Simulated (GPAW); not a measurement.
# PbSe (Clausthalite) (Fm-3m) in GPAW: reference runs

Reference runs on PbSe (Clausthalite): the cell as given and a disturbed copy.

Everything below comes from runs of GPAW 26.7.0. Logs are shortened: lines on timing, memory, paths and dates and some standing lists are left out, and cuts for length are marked. The log counts tension as positive stress, the text compression.

**Experimental background.**

A printed reference work, monograph reports, for a bulk crystal of PbSe at 4.2 K: band gap 0.15 eV (direct).

The runs below are set against these values where they give the same quantity.

## (1) Starting point

Symmetry: Fm-3m, No. 225, cubic system. Conventional cell: a = 6.121 Å, b = 6.121 Å, c = 6.121 Å, α = 90.00°, β = 90.00°, γ = 90.00°. Pb (site symmetry m-3m) is surrounded by 6 Se at 3.06 Å. Se (site symmetry m-3m) has 6 Pb at 3.06 Å as nearest neighbours.

## (2) Single point, PBE

File run.py:

```python
from ase import Atoms
from ase.dft.bandgap import bandgap
from ase.io import write
from ase.units import Bohr, GPa
from gpaw import GPAW, PW
from gpaw.elf import elf_from_dft_calculation

atoms = Atoms(['Pb', 'Se'],
              cell=[[0.0, 3.06065, 3.06065],
                    [3.06065, 0.0, 3.06065],
                    [3.06065, 3.06065, 0.0]],
              scaled_positions=[[0.0, 0.0, 0.0],
                                [0.5, 0.5, 0.5]],
              pbc=True)

calc = GPAW(mode=PW(600),
            xc='PBE',
            kpts={'size': (8, 8, 8), 'gamma': True},
            occupations={'name': 'fermi-dirac', 'width': 0.05},
            nbands=19,
            convergence={'density': 1e-05, 'energy': 1e-05},
            maxiter=150,
            txt='gpaw.txt')
atoms.calc = calc
energy = atoms.get_potential_energy()
forces = atoms.get_forces()
stress = atoms.get_stress()
calc.write('gs.gpw')
write('result.traj', atoms)
print(f'Energy: {energy:.6f} eV')
print('Forces (eV/A):')
print(forces.round(4))
print('Stress (GPa):', (stress / GPa).round(3))
print('Fermi level:', round(calc.get_fermi_level(), 4), 'eV')
print(f'Gap: {bandgap(calc)[0]:.4f} eV, direct: {bandgap(calc, direct=True)[0]:.4f} eV')

# fields on the real-space grid
write('density.cube', atoms, data=calc.get_pseudo_density() * Bohr**3)
write('potential.cube', atoms, data=calc.get_electrostatic_potential())
write('elf.cube', atoms, data=elf_from_dft_calculation(calc).data)
```

Potentials or basis: GPAW PAW data sets (gpaw-data 1.2.1), pw.

Run with:

```bash
$ OMP_NUM_THREADS=1 python run.py
```

gpaw.txt:

```text
__  _  _
 | _ |_)|_||  |
 |__||  | ||/\| - 26.7.0

Input parameters:
  mode=PW(ecut=600.0),
  convergence={'density': 1e-05, 'energy': 1e-05},
  kpts=MonkhorstPack(size=(8, 8, 8), gamma=True),
  maxiter=150,
  nbands=19,
  occupations=Occupations(name='fermi-dirac', width=0.05),
  xc=XC(name='PBE')

Diagonalizing LCAO Hamiltonian
Converting LCAO to pw mode

                Se

       Pb

Atoms  # Å, Bohr magnetons
|   | symbol |        x |        y |        z |    initial magnetic moments |
|---|--------|----------|----------|----------|-----------------------------|
| 0 |     Pb | 0.000000 | 0.000000 | 0.000000 | ( 0.0000,  0.0000,  0.0000) |
| 1 |     Se | 3.060650 | 3.060650 | 3.060650 | ( 0.0000,  0.0000,  0.0000) |

Unit cell  # Å
| periodic |        x |        y |        z |  lengths |    angles |
|----------|----------|----------|----------|----------|-----------|
|      yes | 0.000000 | 3.060650 | 3.060650 | 4.328413 | 60.000000 |
|      yes | 3.060650 | 0.000000 | 3.060650 | 4.328413 | 60.000000 |
|      yes | 3.060650 | 3.060650 | 0.000000 | 4.328413 | 60.000000 |

Number of symmetries: 48
Symmetry operations  # r_c * U_cc + t_c -> r_c
|    | kind |            matrix            |
|----|------|------------------------------|
|  0 |  σ   |  1, 0, 0,  1, 0,-1,  1,-1, 0 |
|  1 |  C2  |  1, 0, 0,  1,-1, 0,  1, 0,-1 |
|  2 |  E   |  1, 0, 0,  0, 1, 0,  0, 0, 1 |
|  3 |  σ   |  1, 0, 0,  0, 0, 1,  0, 1, 0 |
|  4 |  C4  |  1, 0,-1,  1, 0, 0,  1,-1, 0 |
|  5 |  S6  |  1, 0,-1,  1,-1, 0,  1, 0, 0 |
|  6 |  σ   |  1, 0,-1,  0, 1,-1,  0, 0,-1 |
|  7 |  C3  |  1, 0,-1,  0, 0,-1,  0, 1,-1 |
|  8 |  S6  |  1,-1, 0,  1, 0, 0,  1, 0,-1 |
|  9 |  C4  |  1,-1, 0,  1, 0,-1,  1, 0, 0 |
| 10 |  C3  |  1,-1, 0,  0,-1, 1,  0,-1, 0 |
| 11 |  σ   |  1,-1, 0,  0,-1, 0,  0,-1, 1 |
| 12 |  σ   |  0, 1, 0,  1, 0, 0,  0, 0, 1 |
| 13 |  C4  |  0, 1, 0,  0, 1,-1, -1, 1, 0 |
| 14 |  C3  |  0, 1, 0,  0, 0, 1,  1, 0, 0 |
| 15 |  S6  |  0, 1, 0, -1, 1, 0,  0, 1,-1 |
| 16 |  C2  |  0, 1,-1,  1, 0,-1,  0, 0,-1 |
| 17 |  σ   |  0, 1,-1,  0, 1, 0, -1, 1, 0 |
| 18 |  S4  |  0, 1,-1,  0, 0,-1,  1, 0,-1 |
| 19 |  C4  |  0, 1,-1, -1, 1, 0,  0, 1, 0 |
| 20 |  C3  |  0, 0, 1,  1, 0, 0,  0, 1, 0 |
| 21 |  σ   |  0, 0, 1,  0, 1, 0,  1, 0, 0 |
| 22 |  S6  |  0, 0, 1,  0,-1, 1, -1, 0, 1 |
| 23 |  C4  |  0, 0, 1, -1, 0, 1,  0,-1, 1 |
| 24 |  S4  |  0, 0,-1,  1, 0,-1,  0, 1,-1 |
| 25 |  C3  |  0, 0,-1,  0, 1,-1,  1, 0,-1 |
| 26 |  C2  |  0, 0,-1,  0,-1, 0, -1, 0, 0 |
| 27 |  S6  |  0, 0,-1, -1, 0, 0,  0,-1, 0 |
| 28 |  S4  |  0,-1, 1,  1,-1, 0,  0,-1, 0 |
| 29 |  C4  |  0,-1, 1,  0, 0, 1, -1, 0, 1 |
| 30 |  C2  |  0,-1, 1,  0,-1, 0,  1,-1, 0 |
| 31 |  σ   |  0,-1, 1, -1, 0, 1,  0, 0, 1 |
| 32 |  C3  |  0,-1, 0,  1,-1, 0,  0,-1, 1 |
| 33 |  S6  |  0,-1, 0,  0, 0,-1, -1, 0, 0 |
| 34 |  S4  |  0,-1, 0,  0,-1, 1,  1,-1, 0 |
| 35 |  C2  |  0,-1, 0, -1, 0, 0,  0, 0,-1 |
| 36 |  C2  | -1, 1, 0,  0, 1, 0,  0, 1,-1 |
| 37 |  S6  | -1, 1, 0,  0, 1,-1,  0, 1, 0 |
| 38 |  S4  | -1, 1, 0, -1, 0, 1, -1, 0, 0 |
| 39 |  C3  | -1, 1, 0, -1, 0, 0, -1, 0, 1 |
| 40 |  S6  | -1, 0, 1,  0, 0, 1,  0,-1, 1 |
| 41 |  C2  | -1, 0, 1,  0,-1, 1,  0, 0, 1 |
| 42 |  C3  | -1, 0, 1, -1, 1, 0, -1, 0, 0 |
| 43 |  S4  | -1, 0, 1, -1, 0, 0, -1, 1, 0 |
| 44 |  C2  | -1, 0, 0,  0, 0,-1,  0,-1, 0 |
| 45 |  i   | -1, 0, 0,  0,-1, 0,  0, 0,-1 |
| 46 |  σ   | -1, 0, 0, -1, 1, 0, -1, 0, 1 |
| 47 |  C2  | -1, 0, 0, -1, 0, 1, -1, 1, 0 |

BZ-sampling:
  Number of BZ points: 512
  Number of IBZ points: 29

  Monkhorst-Pack size: [8, 8, 8]
  Monkhorst-Pack shift: [0.0625, 0.0625, 0.0625]

K-points  # in reciprocal-cell coordinates
|     |                                coordinates |     weight |
|-----|--------------------------------------------|------------|
|   0 | (  0.00000000,   0.00000000,   0.00000000) | 0.00195312 |
|   1 | (  0.12500000,   0.12500000,   0.00000000) | 0.01171875 |
|   2 | (  0.12500000,   0.12500000,   0.12500000) | 0.01562500 |
|   3 | (  0.25000000,   0.12500000,   0.12500000) | 0.02343750 |
|   4 | (  0.25000000,   0.25000000,   0.00000000) | 0.01171875 |
|   5 | (  0.25000000,   0.25000000,   0.12500000) | 0.04687500 |
|   6 | (  0.25000000,   0.25000000,   0.25000000) | 0.01562500 |
|   7 | (  0.37500000,   0.25000000,  -0.37500000) | 0.04687500 |
|   8 | (  0.37500000,   0.25000000,   0.12500000) | 0.04687500 |
|   9 | (  0.37500000,   0.25000000,   0.25000000) | 0.04687500 |
| ... |                                            |            |
|  28 | (  0.50000000,   0.50000000,   0.50000000) | 0.00781250 |

Plane wave coefficients: 1930
Cutoff: 600.0 eV

Spin-components: 1 (collinear spins)
Bands:           19
Projectors:      11
Spin-degeneracy: 2
Datatype:        complex128

Density:
  Valence electrons: 20.0
  Components: 1
  Grid points: [25 25 25]
  Charge: 0.0  # |e|

Potential:
  Grid points: [25 25 25]

species:
  Pb:
    name:    Lead
    Z:       82.0
    valence: 14
    core:    68
    charge:  0.0  # [|e|]
    compensation charges:
      type: gauss
      rc: 0.38  # [Å]
      lmax: 2
    cutoffs:
      filter: 2.36  # [Å]
      core: 2.43  # [Å]
    projectors
    | kind |    occ | energy [eV] | rcut [Å] |
    |------|--------|-------------|----------|
    |   6s |  2.000 |     -11.969 |    1.259 |
    |   6p |  2.000 |      -3.506 |    1.275 |
    |   5d | 10.000 |     -21.211 |    1.217 |
    |    s |        |      15.243 |    1.259 |
    |    p |        |      23.705 |    1.275 |
    |    d |        |       6.001 |    1.217 |

    Using partial waves for Pb as LCAO basis

  Se:
    name:    Selenium
    Z:       34.0
    valence: 6
    core:    28
    charge:  0.0  # [|e|]
    compensation charges:
      type: gauss
      rc: 0.27  # [Å]
      lmax: 2
    cutoffs:
      filter: 1.77  # [Å]
      core: 2.67  # [Å]
    projectors
    | kind |    occ | energy [eV] | rcut [Å] |
    |------|--------|-------------|----------|
    |   4s |  2.000 |     -17.277 |    0.847 |
    |   4p |  4.000 |      -6.512 |    1.005 |
    |    s |        |       9.935 |    0.847 |
    |    p |        |      20.699 |    1.005 |
    |    d |        |       0.000 |    0.847 |

    Using partial waves for Se as LCAO basis

Reference energy: -633377.995495  # eV

eigensolver:
  PPCG
  Converge bands: occupied
  niter=2

density mixing:
  MSR1-Mixer
  Pratt-step length: 0.05
  Maximum mixing coefficient: 0.75
  Old densities: 10
  SVD Regularization: 0.005
  Good broyden scale: 1.0
  Trust region scale: 1.0
  Backstep threshold: 4.0
  History deletion threshold: 6.0
  Fourier metric: weight=20.0, sigma=0.015

occupation numbers:
  Fermi-Dirac:
    width: 0.0500  # eV

poisson solver:
  ecut: 4800.0  # eV

xc functional:
[... 9 lines left out ...]
|iter     | |      energy | eigst |  dens |
|---------|-|-------------|-------|-------|
|iter:   1| |   -8.650801 | -0.26 |       |
|iter:   2| |   -8.591098 | -2.07 | -1.23 |
|iter:   3| |   -8.397183 | -1.90 | -1.28 |
|iter:   4| |   -8.398817 | -3.76 | -1.89 |
|iter:   5| |   -8.399496 | -4.32 | -2.29 |
|iter:   6| |   -8.399524 | -5.59 | -3.23 |
|iter:   7| |   -8.399527c| -6.71 | -3.76 |
|iter:   8| |   -8.399527c| -7.69c| -4.47 |
|iter:   9| |   -8.399527c| -7.80c| -5.22c|

Converged in 9 steps
Energy contributions relative to reference atoms: (reference = -633377.995495)

Energy contributions:
  Kinetic:          19.938798
  Coulomb:         -20.066469
  Zero:             -0.062289
  External:          0.000000
  Xc:               -8.209346
  Entropy:          -0.000443
  Spinorbit:         0.000000
  ----------------------------
  Free energy:      -8.399749
  Extrapolated:     -8.399527

dipole moment: (-25.873692, -25.873692, -25.873692)  # |e|*Ang

Fermi level: 6.264
Eigenvalues  # (at kpt = [0.000, 0.000, 0.000])
| band index |      eig [eV] | occ [0-2] |
|------------|---------------|-----------|
|          0 |       -10.722 |     2.000 |
|        ... |               |           |
|          2 |       -10.720 |     2.000 |
|          3 |       -10.720 |     2.000 |
|          4 |       -10.720 |     2.000 |
|          5 |        -7.476 |     2.000 |
|          6 |        -0.128 |     2.000 |
|          7 |         4.216 |     2.000 |
[... 9 lines left out ...]
|         17 |        14.532 |     0.000 |
|         18 |        15.112 |     0.000 |

Gap: 0.242 eV
Transition (v -> c):
  (s=0, k=28, n=9, [0.50, 0.50, 0.50]) -> (s=0, k=28, n=10, [0.50, 0.50, 0.50])
No difference between direct/indirect transitions

Forces  # eV/Ang
|        x |       y |        z |
|----------|---------|----------|
|  0.00000 | 0.00000 | -0.00000 |  # Pb   0
| -0.00000 | 0.00000 |  0.00000 |  # Se   1

Stress tensor  # eV/Ang^3
|         x |         y |         z |
|-----------|-----------|-----------|
| -0.013786 |  0.000000 |  0.000000 |
|  0.000000 | -0.013786 | -0.000000 |
|  0.000000 | -0.000000 | -0.013786 |

# Writing to gs.gpw (mode='')
```

It took 14 s on 1 thread of Intel Xeon Platinum 8488C (Sapphire Rapids), shared host; peak memory 0.17 GiB.

What came out:

* Free energy: -8.3997 eV
* Pressure: 2.2 GPa
* Band gap on the k mesh: 0.24 eV, direct

Caveat: spin-orbit coupling is left out, which as a rule narrows the gap of such compounds by several tenths of an eV.

## (3) Single point, PBE (atoms moved at random, drawn with an rms of 0.05 Å)

run.py, as its differences from that of step 2:

```diff
@@ -3,5 +3,4 @@
 from ase.io import write
-from ase.units import Bohr, GPa
+from ase.units import GPa
 from gpaw import GPAW, PW
-from gpaw.elf import elf_from_dft_calculation
 
@@ -11,4 +10,4 @@
                     [3.06065, 3.06065, 0.0]],
-              scaled_positions=[[0.0, 0.0, 0.0],
-                                [0.5, 0.5, 0.5]],
+              scaled_positions=[[-0.002248, -0.003165, -0.000602],
+                                [0.503088, 0.499995, 0.492699]],
               pbc=True)
@@ -35,6 +34 @@
 print(f'Gap: {bandgap(calc)[0]:.4f} eV, direct: {bandgap(calc, direct=True)[0]:.4f} eV')
-
-# fields on the real-space grid
-write('density.cube', atoms, data=calc.get_pseudo_density() * Bohr**3)
-write('potential.cube', atoms, data=calc.get_electrostatic_potential())
-write('elf.cube', atoms, data=elf_from_dft_calculation(calc).data)
```

Potentials or basis: GPAW PAW data sets (gpaw-data 1.2.1), pw.

Run with:

```bash
$ OMP_NUM_THREADS=1 python run.py
```

gpaw.txt:

```text
__  _  _
 | _ |_)|_||  |
 |__||  | ||/\| - 26.7.0

Input parameters:
  mode=PW(ecut=600.0),
  convergence={'density': 1e-05, 'energy': 1e-05},
  kpts=MonkhorstPack(size=(8, 8, 8), gamma=True),
  maxiter=150,
  nbands=19,
  occupations=Occupations(name='fermi-dirac', width=0.05),
  xc=XC(name='PBE')

Diagonalizing LCAO Hamiltonian
Converting LCAO to pw mode

                Se

       Pb

Atoms  # Å, Bohr magnetons
|   | symbol |         x |         y |         z |    initial magnetic moments |
|---|--------|-----------|-----------|-----------|-----------------------------|
| 0 |     Pb | -0.011529 | -0.008723 | -0.016567 | ( 0.0000,  0.0000,  0.0000) |
| 1 |     Se |  3.038289 |  3.047755 |  3.070086 | ( 0.0000,  0.0000,  0.0000) |

Unit cell  # Å
| periodic |        x |        y |        z |  lengths |    angles |
|----------|----------|----------|----------|----------|-----------|
|      yes | 0.000000 | 3.060650 | 3.060650 | 4.328413 | 60.000000 |
|      yes | 3.060650 | 0.000000 | 3.060650 | 4.328413 | 60.000000 |
|      yes | 3.060650 | 3.060650 | 0.000000 | 4.328413 | 60.000000 |

Number of symmetries: 1
Symmetry operations  # r_c * U_cc + t_c -> r_c
|   | kind |            matrix            |
|---|------|------------------------------|
| 0 |  E   |  1, 0, 0,  0, 1, 0,  0, 0, 1 |

BZ-sampling:
  Number of BZ points: 512
  Number of IBZ points: 260

  Monkhorst-Pack size: [8, 8, 8]
  Monkhorst-Pack shift: [0.0625, 0.0625, 0.0625]

K-points  # in reciprocal-cell coordinates
|     |                                coordinates |     weight |
|-----|--------------------------------------------|------------|
|   0 | (  0.00000000,   0.00000000,   0.00000000) | 0.00195312 |
|   1 | (  0.00000000,   0.00000000,   0.12500000) | 0.00390625 |
|   2 | (  0.00000000,   0.00000000,   0.25000000) | 0.00390625 |
|   3 | (  0.00000000,   0.00000000,   0.37500000) | 0.00390625 |
|   4 | (  0.00000000,   0.00000000,   0.50000000) | 0.00195312 |
|   5 | (  0.00000000,   0.12500000,  -0.37500000) | 0.00390625 |
|   6 | (  0.00000000,   0.12500000,  -0.25000000) | 0.00390625 |
|   7 | (  0.00000000,   0.12500000,  -0.12500000) | 0.00390625 |
|   8 | (  0.00000000,   0.12500000,   0.00000000) | 0.00390625 |
|   9 | (  0.00000000,   0.12500000,   0.12500000) | 0.00390625 |
| ... |                                            |            |
| 259 | (  0.50000000,   0.50000000,   0.50000000) | 0.00195312 |

Plane wave coefficients: 1930
Cutoff: 600.0 eV

Spin-components: 1 (collinear spins)
Bands:           19
Projectors:      11
Spin-degeneracy: 2
Datatype:        complex128

Density:
  Valence electrons: 20.0
  Components: 1
  Grid points: [25 25 25]
  Charge: 0.0  # |e|

Potential:
  Grid points: [25 25 25]

species:
  Pb:
    name:    Lead
    Z:       82.0
    valence: 14
    core:    68
    charge:  0.0  # [|e|]
    compensation charges:
      type: gauss
      rc: 0.38  # [Å]
      lmax: 2
    cutoffs:
      filter: 2.36  # [Å]
      core: 2.43  # [Å]
    projectors
    | kind |    occ | energy [eV] | rcut [Å] |
    |------|--------|-------------|----------|
    |   6s |  2.000 |     -11.969 |    1.259 |
    |   6p |  2.000 |      -3.506 |    1.275 |
    |   5d | 10.000 |     -21.211 |    1.217 |
    |    s |        |      15.243 |    1.259 |
    |    p |        |      23.705 |    1.275 |
    |    d |        |       6.001 |    1.217 |

    Using partial waves for Pb as LCAO basis

  Se:
    name:    Selenium
    Z:       34.0
    valence: 6
    core:    28
    charge:  0.0  # [|e|]
    compensation charges:
      type: gauss
      rc: 0.27  # [Å]
      lmax: 2
    cutoffs:
      filter: 1.77  # [Å]
      core: 2.67  # [Å]
    projectors
    | kind |    occ | energy [eV] | rcut [Å] |
    |------|--------|-------------|----------|
    |   4s |  2.000 |     -17.277 |    0.847 |
    |   4p |  4.000 |      -6.512 |    1.005 |
    |    s |        |       9.935 |    0.847 |
    |    p |        |      20.699 |    1.005 |
    |    d |        |       0.000 |    0.847 |

    Using partial waves for Se as LCAO basis

Reference energy: -633377.995495  # eV

eigensolver:
  PPCG
  Converge bands: occupied
  niter=2

density mixing:
  MSR1-Mixer
  Pratt-step length: 0.05
  Maximum mixing coefficient: 0.75
  Old densities: 10
  SVD Regularization: 0.005
  Good broyden scale: 1.0
  Trust region scale: 1.0
  Backstep threshold: 4.0
  History deletion threshold: 6.0
  Fourier metric: weight=20.0, sigma=0.015

occupation numbers:
  Fermi-Dirac:
    width: 0.0500  # eV

poisson solver:
  ecut: 4800.0  # eV

xc functional:
  name: PBE with 2 nearest neighbor stencil

convergence criteria:
- Maximum integral of absolute [dens]ity change: 1e-05 electrons / valence electron
- Maximum [total energy] change in last 3 cyles: 1e-05 eV / valence electron
- Maximum integral of absolute [eigenst]ate change: 4e-08 eV^2 / valence electron
maximum number of iterations: 150

SCF iterations
|iter     | |      energy | eigst |  dens |
|---------|-|-------------|-------|-------|
|iter:   1| |   -8.650290 | -0.24 |       |
|iter:   2| |   -8.590714 | -2.07 | -1.23 |
|iter:   3| |   -8.397012 | -1.89 | -1.28 |
|iter:   4| |   -8.398647 | -3.76 | -1.89 |
|iter:   5| |   -8.399332 | -4.32 | -2.29 |
|iter:   6| |   -8.399360 | -5.59 | -3.23 |
|iter:   7| |   -8.399362c| -6.71 | -3.76 |
|iter:   8| |   -8.399363c| -7.68c| -4.47 |
|iter:   9| |   -8.399363c| -7.80c| -5.22c|

Converged in 9 steps
Energy contributions relative to reference atoms: (reference = -633377.995495)

Energy contributions:
  Kinetic:          19.951447
  Coulomb:         -20.077016
  Zero:             -0.062232
  External:          0.000000
  Xc:               -8.211358
  Entropy:          -0.000405
  Spinorbit:         0.000000
  ----------------------------
  Free energy:      -8.399565
  Extrapolated:     -8.399363

dipole moment: (25.674545, 25.726043, 25.618663)  # |e|*Ang

Fermi level: 6.264
Eigenvalues  # (at kpt = [0.000, 0.000, 0.000])
| band index |      eig [eV] | occ [0-2] |
|------------|---------------|-----------|
|          0 |       -10.721 |     2.000 |
|        ... |               |           |
|          2 |       -10.720 |     2.000 |
|          3 |       -10.720 |     2.000 |
|          4 |       -10.720 |     2.000 |
|          5 |        -7.477 |     2.000 |
|          6 |        -0.127 |     2.000 |
|          7 |         4.214 |     2.000 |
|          8 |         4.216 |     2.000 |
|          9 |         4.217 |     2.000 |
|         10 |        10.786 |     0.000 |
|         11 |        10.787 |     0.000 |
|         12 |        10.793 |     0.000 |
|         13 |        12.629 |     0.000 |
|         14 |        12.634 |     0.000 |
|         15 |        12.635 |     0.000 |
|         16 |        14.308 |     0.000 |
|         17 |        14.531 |     0.000 |
|         18 |        15.114 |     0.000 |

Gap: 0.245 eV
Transition (v -> c):
  (s=0, k=259, n=9, [0.50, 0.50, 0.50]) -> (s=0, k=259, n=10, [0.50, 0.50, 0.50])
No difference between direct/indirect transitions

Forces  # eV/Ang
|        x |        y |        z |
|----------|----------|----------|
| -0.00503 | -0.00194 |  0.01195 |  # Pb   0
|  0.00505 |  0.00194 | -0.01199 |  # Se   1

Stress tensor  # eV/Ang^3
|         x |         y |         z |
|-----------|-----------|-----------|
| -0.013806 | -0.000003 |  0.000015 |
| -0.000003 | -0.013780 |  0.000006 |
|  0.000015 |  0.000006 | -0.013954 |

# Writing to gs.gpw (mode='')
```

Wall time 2.3 min (1 thread of Arm Neoverse V1, shared host); peak memory 0.4 GiB.

Results:

| Item | Value |
| --- | --- |
| Free energy | -8.3996 eV |
| Pressure | 2.2 GPa |
| Largest force | 0.013 eV/Å |
| Band gap on the k mesh | 0.25 eV, direct |

Forces in eV/Å, atoms in the order of the input:
```
Pb  -0.005 -0.002  0.012
Se   0.005  0.002 -0.012
```

Levels at points of the mesh, in eV from the valence-band top:
```
           k point  band 8  band 9  band 10  band 11  band 12  band 13
(0.00, 0.00, 0.00)   -1.93   -1.93    -1.92     4.64     4.65     4.65
(0.00, 0.00, 0.50)   -1.51   -1.51    -0.01     0.26     1.64     1.64
(0.00, 0.50, 0.00)   -1.51   -1.51     0.00     0.25     1.64     1.64
(0.00, 0.50, 0.50)   -5.03   -3.28    -3.28     3.66     5.55     5.56
(0.50, 0.00, 0.00)   -1.51   -1.51    -0.01     0.25     1.64     1.64
(0.50, 0.00, 0.50)   -5.03   -3.28    -3.28     3.66     5.55     5.56
(0.50, 0.50, 0.00)   -5.02   -3.28    -3.28     3.66     5.55     5.55
(0.50, 0.50, 0.50)   -1.51   -1.51     0.00     0.25     1.64     1.64
```

Caveat: spin-orbit coupling is left out, which as a rule narrows the gap of such compounds by several tenths of an eV.

## (4) Against experiment

Step 2. Against the measured gap of PbSe, 0.15 eV (direct; 4.2 K; a printed reference work, monograph), the calculated 0.24 eV is off by +0.09 eV. 2 values of this kind are on record (0.15 to 0.28 eV); this one was drawn at random. Spin-orbit coupling on Pb, Se is left out. The value is that of PBE on a finite k mesh, which can miss the band edges, without temperature or zero-point motion.
